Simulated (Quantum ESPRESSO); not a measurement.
# TiPt3 (Pm-3m) in Quantum ESPRESSO: settings compared

Aim: see how the results for TiPt3 move with the level of theory and the settings. Levels: PBEsol, LDA. Tasks: band structure, single point, equation of state.

Everything below comes from runs of Quantum ESPRESSO 7.5. Logs are shortened: lines on timing, memory, paths and dates and some standing lists are left out, and cuts for length are marked.

## 1. The crystal as given

It takes space group Pm-3m (No. 221, cubic). The conventional cell has a = 3.897 Å, b = 3.897 Å, c = 3.897 Å, α = 90.00°, β = 90.00°, γ = 90.00°. Around Pt (site symmetry 4/mmm) lie 8 Pt at 2.76 Å and 4 Ti at 2.76 Å. Around Ti (site symmetry m-3m) lie 12 Pt at 2.76 Å.

## 2. Band structure, PBEsol

File pw.in:

```
&CONTROL
  calculation = 'scf'
  prefix = 'pwscf'
  outdir = './tmp'
  pseudo_dir = './pseudo'
  tprnfor = .true.
  tstress = .true.
  disk_io = 'low'
/
&SYSTEM
  ibrav = 0
  nat = 4
  ntyp = 2
  ecutwfc = 45
  ecutrho = 360
  nbnd = 40
  occupations = 'smearing'
  smearing = 'fd'
  degauss = 0.00367493
/
&ELECTRONS
  conv_thr = 8d-10
  electron_maxstep = 120
  mixing_beta = 0.5
/
ATOMIC_SPECIES
Pt   195.0840 pt_pbesol_v1.4.uspp.F.UPF
Ti    47.8670 ti_pbesol_v1.4.uspp.F.UPF
CELL_PARAMETERS angstrom
   3.8970000000    0.0000000000    0.0000000000
   0.0000000000    3.8970000000    0.0000000000
   0.0000000000    0.0000000000    3.8970000000
ATOMIC_POSITIONS crystal
Pt     0.5000000000    0.5000000000    0.0000000000
Pt     0.5000000000    0.0000000000    0.5000000000
Pt     0.0000000000    0.5000000000    0.5000000000
Ti     0.0000000000    0.0000000000    0.0000000000
K_POINTS automatic
7 7 7 0 0 0
```

File bands.in:

```
&CONTROL
  calculation = 'bands'
  prefix = 'pwscf'
  outdir = './tmp'
  pseudo_dir = './pseudo'
  disk_io = 'low'
  verbosity = 'high'
/
&SYSTEM
  ibrav = 0
  nat = 4
  ntyp = 2
  ecutwfc = 45
  ecutrho = 360
  nbnd = 40
  occupations = 'smearing'
  smearing = 'fd'
  degauss = 0.00367493
/
&ELECTRONS
  conv_thr = 1d-08
  electron_maxstep = 120
  mixing_beta = 0.5
  diago_full_acc = .true.
  startingwfc = 'random'
/
ATOMIC_SPECIES
Pt   195.0840 pt_pbesol_v1.4.uspp.F.UPF
Ti    47.8670 ti_pbesol_v1.4.uspp.F.UPF
CELL_PARAMETERS angstrom
   3.8970000000    0.0000000000    0.0000000000
   0.0000000000    3.8970000000    0.0000000000
   0.0000000000    0.0000000000    3.8970000000
ATOMIC_POSITIONS crystal
Pt     0.5000000000    0.5000000000    0.0000000000
Pt     0.5000000000    0.0000000000    0.5000000000
Pt     0.0000000000    0.5000000000    0.5000000000
Ti     0.0000000000    0.0000000000    0.0000000000
K_POINTS crystal
60
 0.0000000000  0.0000000000  0.0000000000 1
 0.0000000000  0.0714285714  0.0000000000 1
 0.0000000000  0.1428571429  0.0000000000 1
 0.0000000000  0.2142857143  0.0000000000 1
 0.0000000000  0.2857142857  0.0000000000 1
 0.0000000000  0.3571428571  0.0000000000 1
 0.0000000000  0.4285714286  0.0000000000 1
 0.0000000000  0.5000000000  0.0000000000 1
 0.0714285714  0.5000000000  0.0000000000 1
 0.1428571429  0.5000000000  0.0000000000 1
 0.2142857143  0.5000000000  0.0000000000 1
 0.2857142857  0.5000000000  0.0000000000 1
 0.3571428571  0.5000000000  0.0000000000 1
 0.4285714286  0.5000000000  0.0000000000 1
 0.5000000000  0.5000000000  0.0000000000 1
 0.4545454545  0.4545454545  0.0000000000 1
 0.4090909091  0.4090909091  0.0000000000 1
 0.3636363636  0.3636363636  0.0000000000 1
 0.3181818182  0.3181818182  0.0000000000 1
 0.2727272727  0.2727272727  0.0000000000 1
 0.2272727273  0.2272727273  0.0000000000 1
 0.1818181818  0.1818181818  0.0000000000 1
 0.1363636364  0.1363636364  0.0000000000 1
 0.0909090909  0.0909090909  0.0000000000 1
 0.0454545455  0.0454545455  0.0000000000 1
 0.0000000000  0.0000000000  0.0000000000 1
 0.0357142857  0.0357142857  0.0357142857 1
 0.0714285714  0.0714285714  0.0714285714 1
 0.1071428571  0.1071428571  0.1071428571 1
 0.1428571429  0.1428571429  0.1428571429 1
 0.1785714286  0.1785714286  0.1785714286 1
 0.2142857143  0.2142857143  0.2142857143 1
 0.2500000000  0.2500000000  0.2500000000 1
 0.2857142857  0.2857142857  0.2857142857 1
 0.3214285714  0.3214285714  0.3214285714 1
 0.3571428571  0.3571428571  0.3571428571 1
 0.3928571429  0.3928571429  0.3928571429 1
 0.4285714286  0.4285714286  0.4285714286 1
 0.4642857143  0.4642857143  0.4642857143 1
 0.5000000000  0.5000000000  0.5000000000 1
 0.4545454545  0.5000000000  0.4545454545 1
 0.4090909091  0.5000000000  0.4090909091 1
 0.3636363636  0.5000000000  0.3636363636 1
 0.3181818182  0.5000000000  0.3181818182 1
 0.2727272727  0.5000000000  0.2727272727 1
 0.2272727273  0.5000000000  0.2272727273 1
 0.1818181818  0.5000000000  0.1818181818 1
 0.1363636364  0.5000000000  0.1363636364 1
 0.0909090909  0.5000000000  0.0909090909 1
 0.0454545455  0.5000000000  0.0454545455 1
 0.0000000000  0.5000000000  0.0000000000 1
 0.5000000000  0.5000000000  0.0000000000 1
 0.5000000000  0.5000000000  0.0625000000 1
 0.5000000000  0.5000000000  0.1250000000 1
 0.5000000000  0.5000000000  0.1875000000 1
 0.5000000000  0.5000000000  0.2500000000 1
 0.5000000000  0.5000000000  0.3125000000 1
 0.5000000000  0.5000000000  0.3750000000 1
 0.5000000000  0.5000000000  0.4375000000 1
 0.5000000000  0.5000000000  0.5000000000 1
```

Potentials or basis: GBRV 1.5 PBEsol.

Command:

```console
> OMP_NUM_THREADS=1 mpirun -n 2 pw.x -nk 2 -in pw.in > pw.out
> OMP_NUM_THREADS=1 mpirun -n 2 pw.x -nk 2 -in bands.in > bands.out
```

pw.out:

```text
This program is part of the open-source Quantum ESPRESSO suite
     for quantum simulation of materials; please cite
         "P. Giannozzi et al., J. Phys.:Condens. Matter 21 395502 (2009);
         "P. Giannozzi et al., J. Phys.:Condens. Matter 29 465901 (2017);
         "P. Giannozzi et al., J. Chem. Phys. 152 154105 (2020);
     in publications or presentations arising from this work. More details at

     Message from routine setup:
     using ibrav=0 with symmetry is DISCOURAGED, use correct ibrav instead

     K-points division:     npool     =       2
     Subspace diagonalization in iterative solution of the eigenvalue problem:
     a serial algorithm will be used

     G-vector sticks info
     --------------------
     sticks:   dense  smooth     PW     G-vecs:    dense   smooth      PW
     Sum        1565     777    241                46297    16279    2721

     Using Slab Decomposition

     bravais-lattice index     =            0
     lattice parameter (alat)  =       7.3643  a.u.
     unit-cell volume          =     399.3814 (a.u.)^3
     number of atoms/cell      =            4
     number of atomic types    =            2
     number of electrons       =        60.00
     number of Kohn-Sham states=           40
     kinetic-energy cutoff     =      45.0000  Ry
     charge density cutoff     =     360.0000  Ry
     scf convergence threshold =      8.0E-10
     mixing beta               =       0.5000
     number of iterations used =            8  plain     mixing
     Exchange-correlation= SLA  PW   PSX  PSC
                           (   1   4  10   8   0   0   0)

     celldm(1)=   7.364263  celldm(2)=   0.000000  celldm(3)=   0.000000
     celldm(4)=   0.000000  celldm(5)=   0.000000  celldm(6)=   0.000000

     crystal axes: (cart. coord. in units of alat)
               a(1) = (   1.000000   0.000000   0.000000 )
               a(2) = (   0.000000   1.000000   0.000000 )
               a(3) = (   0.000000   0.000000   1.000000 )

     reciprocal axes: (cart. coord. in units 2 pi/alat)
               b(1) = (  1.000000  0.000000  0.000000 )
               b(2) = (  0.000000  1.000000  0.000000 )
               b(3) = (  0.000000  0.000000  1.000000 )

     PseudoPot. # 1 for Pt read from file:
     pt_pbesol_v1.4.uspp.F.UPF
     Pseudo is Ultrasoft + core correction, Zval = 16.0
     Generated by new atomic code, or converted to UPF format
     Using radial grid of  985 points,  6 beta functions with:
                l(1) =   0
                l(2) =   0
                l(3) =   1
                l(4) =   1
                l(5) =   2
                l(6) =   2
     Q(r) pseudized with  8 coefficients,  rinner =    1.300   1.300   1.300
                                                       1.300   1.300

     PseudoPot. # 2 for Ti read from file:
     ti_pbesol_v1.4.uspp.F.UPF
     Pseudo is Ultrasoft + core correction, Zval = 12.0
     Generated by new atomic code, or converted to UPF format
     Using radial grid of  851 points,  6 beta functions with:
                l(1) =   0
                l(2) =   0
                l(3) =   1
                l(4) =   1
                l(5) =   2
                l(6) =   2
     Q(r) pseudized with  6 coefficients,  rinner =    1.000   1.000   1.000
                                                       1.000   1.000

     atomic species   valence    mass     pseudopotential
     Pt               16.00   195.08400     Pt( 1.00)
     Ti               12.00    47.86700     Ti( 1.00)

     48 Sym. Ops., with inversion, found

   Cartesian axes

     site n.     atom                  positions (alat units)
         1        Pt     tau(   1) = (   0.5000000   0.5000000   0.0000000  )
         2        Pt     tau(   2) = (   0.5000000   0.0000000   0.5000000  )
         3        Pt     tau(   3) = (   0.0000000   0.5000000   0.5000000  )
         4        Ti     tau(   4) = (   0.0000000   0.0000000   0.0000000  )

     number of k points=    20  Fermi-Dirac smearing, width (Ry)=  0.0037
                       cart. coord. in units 2pi/alat
        k(    1) = (   0.0000000   0.0000000   0.0000000), wk =   0.0058309
        k(    2) = (   0.0000000   0.0000000   0.1428571), wk =   0.0349854
        k(    3) = (   0.0000000   0.0000000   0.2857143), wk =   0.0349854
        k(    4) = (   0.0000000   0.0000000   0.4285714), wk =   0.0349854
        k(    5) = (   0.0000000   0.1428571   0.1428571), wk =   0.0699708
        k(    6) = (   0.0000000   0.1428571   0.2857143), wk =   0.1399417
[... 12 lines left out ...]
        k(   19) = (   0.2857143   0.4285714   0.4285714), wk =   0.1399417
        k(   20) = (   0.4285714   0.4285714   0.4285714), wk =   0.0466472

     Dense  grid:    46297 G-vectors     FFT dimensions: (  45,  45,  45)

     Smooth grid:    16279 G-vectors     FFT dimensions: (  32,  32,  32)

     Check: negative core charge=   -0.000004

     Initial potential from superposition of free atoms

     starting charge      57.4999, renormalised to      60.0000

     negative rho (up, down):  5.629E-01 0.000E+00
     Starting wfcs are   46 randomized atomic wfcs

     Self-consistent Calculation

     iteration #  1     ecut=    45.00 Ry     beta= 0.50
     Davidson diagonalization with overlap
     ethr =  1.00E-02,  avg # of iterations =  2.8

     negative rho (up, down):  4.967E-01 0.000E+00

     total energy              =    -734.53042448 Ry
     estimated scf accuracy    <      28.40914276 Ry

     iteration #  2     ecut=    45.00 Ry     beta= 0.50
     Davidson diagonalization with overlap
     ethr =  1.00E-02,  avg # of iterations =  4.2

     negative rho (up, down):  5.122E-01 0.000E+00

     total energy              =    -747.46082753 Ry
     estimated scf accuracy    <      44.31322726 Ry

     iteration #  3     ecut=    45.00 Ry     beta= 0.50
     Davidson diagonalization with overlap
     ethr =  1.00E-02,  avg # of iterations =  3.0

     negative rho (up, down):  5.148E-01 0.000E+00

     total energy              =    -750.68451515 Ry
     estimated scf accuracy    <       5.58134624 Ry

     iteration #  4     ecut=    45.00 Ry     beta= 0.50
     Davidson diagonalization with overlap
     ethr =  9.30E-03,  avg # of iterations =  3.5
[... 100 lines left out ...]
     negative rho (up, down):  5.111E-01 0.000E+00

     total energy              =    -751.06598035 Ry
     estimated scf accuracy    <       0.00000001 Ry

     iteration # 16     ecut=    45.00 Ry     beta= 0.50
     Davidson diagonalization with overlap
     ethr =  1.83E-11,  avg # of iterations =  4.1

     negative rho (up, down):  5.111E-01 0.000E+00

     total energy              =    -751.06598035 Ry
     estimated scf accuracy    <       0.00000016 Ry

     iteration # 17     ecut=    45.00 Ry     beta= 0.50
     Davidson diagonalization with overlap
     ethr =  1.83E-11,  avg # of iterations =  2.1

     negative rho (up, down):  5.111E-01 0.000E+00

     End of self-consistent calculation

          k = 0.0000 0.0000 0.0000 (  2007 PWs)   bands (ev):

   -36.0895 -31.7218 -31.7218 -31.7218 -31.5307 -31.5307 -31.5307 -31.3745
   -31.3745 -31.3745 -12.4179 -12.4179 -12.4179  11.5151  14.3470  14.7194
    14.7194  15.0239  15.0239  15.0239  18.1711  18.1711  18.1711  20.1192
    20.1192  21.2903  21.8492  21.8492  21.8492  23.2297  23.2297  23.3471
    23.3471  23.3471  23.8874  23.8874  23.8874  30.1917  30.1917  32.8284

          k = 0.0000 0.0000 0.1429 (  2024 PWs)   bands (ev):

   -36.0900 -31.7122 -31.7122 -31.7055 -31.5335 -31.5335 -31.5314 -31.3915
   -31.3815 -31.3815 -12.4240 -12.4191 -12.4191  11.7869  14.5172  14.8162
    14.9451  15.1223  15.1918  15.1918  18.0075  18.2510  18.2510  19.8850
    20.1524  20.8170  20.8170  21.0397  21.8497  22.0297  22.9660  22.9660
    23.1031  23.2125  23.8803  25.1447  25.1447  29.7379  30.9281  32.7490

          k = 0.0000 0.0000 0.2857 (  2024 PWs)   bands (ev):

   -36.0910 -31.6876 -31.6876 -31.6603 -31.5423 -31.5423 -31.5330 -31.4385
   -31.3978 -31.3978 -12.4377 -12.4216 -12.4216  12.5485  14.9158  15.0557
    15.3901  15.5632  15.6846  15.6846  17.5974  18.3517  18.3517  19.2543
    19.4636  19.4636  20.0266  20.0963  20.4540  21.8513  22.2762  22.2762
    22.7461  22.8310  23.8661  27.0523  27.0523  29.0099  31.0454  32.0239

          k = 0.0000 0.0000 0.4286 (  2048 PWs)   bands (ev):

   -36.0919 -31.6621 -31.6621 -31.5991 -31.5547 -31.5547 -31.5343 -31.5011
   -31.4112 -31.4112 -12.4487 -12.4236 -12.4236  13.5236  14.9666  15.4397
    15.6974  16.2871  16.4371  16.4371  17.1794  17.6868  17.6868  18.3898
    18.8004  19.1050  19.1050  19.3528  20.4195  21.7056  21.7056  21.8526
    22.3423  22.6241  23.8561  28.6036  28.9353  28.9353  30.7613  30.7613
[... 107 lines left out ...]
   -36.0899 -31.7429 -31.6690 -31.6667 -31.6349 -31.5010 -31.4589 -31.4427
   -31.3952 -31.3892 -12.4387 -12.4337 -12.4279  14.2584  14.9728  15.4128
    15.4201  16.7146  17.0184  17.2484  17.5966  17.9237  18.0706  18.2286
    18.4706  18.6323  19.1482  19.2020  20.1044  21.2105  22.1511  22.3467
    22.7349  22.8415  23.4218  25.4437  25.5074  27.3150  28.4414  30.6579

          k = 0.2857 0.4286 0.4286 (  2040 PWs)   bands (ev):

   -36.0890 -31.7599 -31.6960 -31.6708 -31.6674 -31.4580 -31.4494 -31.4205
   -31.4049 -31.3762 -12.4357 -12.4334 -12.4292  14.4106  14.7431  14.9274
    15.1797  17.0902  17.1008  17.5805  17.7686  18.1448  18.2732  18.3561
    18.6382  18.8042  19.2578  19.4281  20.1238  21.0169  22.3030  22.4614
    22.7919  22.9140  23.3468  24.3025  24.7260  27.7360  28.5406  29.4102

          k = 0.4286 0.4286 0.4286 (  2016 PWs)   bands (ev):

   -36.0877 -31.7916 -31.6984 -31.6982 -31.6982 -31.4222 -31.4222 -31.4189
   -31.3780 -31.3780 -12.4323 -12.4302 -12.4302  14.2839  14.4663  14.4663
    14.8703  17.2345  17.2345  17.4382  17.8841  18.2030  18.2030  18.7322
    18.7322  19.9306  20.0617  20.0617  20.7871  21.3687  22.0551  22.0551
    22.9845  22.9845  23.5945  23.6030  23.6030  27.5243  27.5243  28.2068

     the Fermi energy is    21.8363 ev

!    total energy              =    -751.06598036 Ry
     estimated scf accuracy    <          1.5E-10 Ry
     smearing contrib. (-TS)   =      -0.00095559 Ry
     internal energy E=F+TS    =    -751.06502477 Ry

     The total energy is F=E-TS. E is the sum of the following terms:
     one-electron contribution =     -94.91220701 Ry
     hartree contribution      =      95.86050885 Ry
     xc contribution           =    -188.01481882 Ry
     ewald contribution        =    -563.99850779 Ry

     convergence has been achieved in  17 iterations

     negative rho (up, down):  5.111E-01 0.000E+00

     Forces acting on atoms (cartesian axes, Ry/au):

     atom    1 type  1   force =     0.00000000    0.00000000    0.00000000
     atom    2 type  1   force =     0.00000000    0.00000000    0.00000000
     atom    3 type  1   force =     0.00000000    0.00000000    0.00000000
     atom    4 type  2   force =     0.00000000    0.00000000    0.00000000

     Total force =     0.000000     Total SCF correction =     0.000000

     Computing stress (Cartesian axis) and pressure

     negative rho (up, down):  5.111E-01 0.000E+00
          total   stress  (Ry/bohr**3)                   (kbar)     P=       -3.80
  -0.00002585   0.00000000   0.00000000           -3.80        0.00        0.00
   0.00000000  -0.00002585   0.00000000            0.00       -3.80        0.00
   0.00000000   0.00000000  -0.00002585            0.00        0.00       -3.80

=------------------------------------------------------------------------------=
   JOB DONE.
=------------------------------------------------------------------------------=
```

Run time: 2.1 min. Hardware: 2 MPI ranks of Intel Xeon at 2.50GHz (Skylake/Cascade Lake), shared host; peak memory 0.3 GiB.

Results:

```
Free energy            : -10218.7732 eV
Pressure               : -0.4 GPa
Band gap on the k mesh : none (metal or under the smearing width)
```

Levels at the corners of the path, in eV from the Fermi level:
```
point  band 26  band 27  band 28  band 29  band 30  band 31  band 32  band 33  band 34  band 35
    Γ    -0.55     0.01     0.01     0.01     1.39     1.39     1.51     1.51     1.51     2.05
    X    -2.71    -2.71    -2.65    -1.41    -0.22    -0.22     0.02     0.44     0.76     2.02
    M    -3.17    -3.17    -2.51    -2.33    -2.31     0.21     0.21     0.35     1.47     1.47
    Γ    -0.55     0.01     0.01     0.01     1.39     1.39     1.51     1.51     1.51     2.05
    R    -1.08    -0.76    -0.76    -0.76    -0.48    -0.48    -0.48     1.20     1.20     1.20
    X    -2.71    -2.71    -2.65    -1.41    -0.22    -0.22     0.02     0.44     0.76     2.02
    M    -3.17    -3.17    -2.51    -2.33    -2.31     0.21     0.21     0.35     1.47     1.47
    R    -1.08    -0.76    -0.76    -0.76    -0.48    -0.48    -0.48     1.20     1.20     1.20
```

Caveat: spin-orbit coupling is left out, which moves the levels of the heavy elements.

(Continued in part 2 of 2.)
